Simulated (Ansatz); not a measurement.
System: α-quartz-type GeO2 (metastable phase). Method: rVV10 (Ansatz, a quantum-chemistry and plane-wave program, plane waves, PAW).

Numerical settings: plane-wave cutoff 500 eV, 12×12×6 k mesh (along the axes of the cell as run), gaussian smearing 0.02 eV, scalar-relativistic PAW data made under PBE.

Cell (relaxed at this level):

```cif
data_Ge3O6
_chemical_formula_sum 'Ge3 O6'
_space_group_name_H-M_alt 'P3221'
_space_group_IT_number 154
_space_group_name_Hall 'P 32 2"'
_cell_length_a 4.98342
_cell_length_b 4.98342
_cell_length_c 5.74820
_cell_angle_alpha 90.000
_cell_angle_beta 90.000
_cell_angle_gamma 120.000
loop_
_atom_site_label
_atom_site_type_symbol
_atom_site_symmetry_multiplicity
_atom_site_Wyckoff_symbol
_atom_site_fract_x
_atom_site_fract_y
_atom_site_fract_z
_atom_site_occupancy
Ge1 Ge 3 a 0.55362 0.55362 0.00000 1
O1 O 6 c 0.31072 0.38882 0.24881 1
```

Task: Estimate the band gap that the calculation returns.

Result: 
- band gap = 2.91 eV (on the SCF k mesh)

Spin–orbit coupling is not included.
